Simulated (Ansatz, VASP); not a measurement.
# Two plane-wave programs on Sb

```xyz
4
Lattice="3.3580 0.0000 0.0000 -1.6790 2.9081 0.0000 0.0000 0.0000 11.2434" Properties=species:S:1:pos:R:3 pbc="T T T"
Sb    0.0000    0.0000    0.0000
Sb    0.0000    0.0000    5.6217
Sb    0.0000    1.9388    8.4326
Sb    1.6790    0.9694    2.8109
```

Alike in both runs: functional PBE; k mesh 15 × 15 × 4; occupations gaussian, width 0.1 eV; no spin polarisation.

Ansatz relaxed the structure, and its values are those at the end. VASP's run is a single point on that final structure, the one shown.

|  | VASP | Ansatz |
| --- | --- | --- |
| version | VASP 6.6.1 | Ansatz 0.2.0 |
| potentials or method | VASP PAW PBE potentials, release 64 (Sb) | scalar-relativistic, plane waves, PAW |
| plane-wave cutoff (eV) | 520 | 420 |
| valence electrons in the cell | 20 | 60 |

|  | VASP | Ansatz | Ansatz less VASP |
| --- | --- | --- | --- |
| gap on the k mesh at the Fermi level (eV) | none | none | - |
| pressure (GPa) | -0.1 | 0.0 | +0.14 |

A gap of «none» marks a metal or a gap that the smearing closes. The two sets of potentials don't hold the same shells in valence.

The runs have no spin-orbit coupling, so splittings on Sb are missing.
